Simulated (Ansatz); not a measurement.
## Stability checks on a candidate for WS2

It comes from a database structure that was distorted and then relaxed.

Method: DFT PBE, scalar-relativistic, plane waves, PAW (Ansatz 0.2.0). Plane waves to 420 eV, a 12×12×2 mesh through Γ for the 6-atom cell and 0.02 eV Gaussian smearing; no spin polarisation.

```xyz
6
Lattice="3.1878 0.0000 0.0000 -1.5939 2.7607 0.0000 0.0000 0.0000 14.7051" Properties=species:S:1:pos:R:3 pbc="T T T"
W     0.0000    1.8405    3.6613
W     1.5939    0.9202   11.0438
S     0.0000    1.8405    9.4728
S     1.5939    0.9202    2.0905
S     0.0000    1.8405   12.6146
S     1.5939    0.9202    5.2323
```

Formation energies are uncorrected and refer to the elements' standard structures at the same level.

Q: These tests were run: energy against the elements; phonons at Γ. What do they show?

A:

```json
{"test": "energy against the elements", "result": "−0.833 eV/atom"}
{"test": "phonons at Γ", "result": "lowest optical mode ≈0 cm⁻¹"}
```

It fails none of these tests outright. Competing phases weren't compared here. Phonons away from Γ weren't computed. Undecided within the accuracy: phonons at Γ.

No dispersion correction is applied, so the spacing and binding between layers, chains or molecules are poorly described. Spin–orbit coupling, which can matter for W, is left out. The reference form of S is held partly by dispersion forces, which this level lacks. The run for the phonons used a 12×12×2 k mesh.
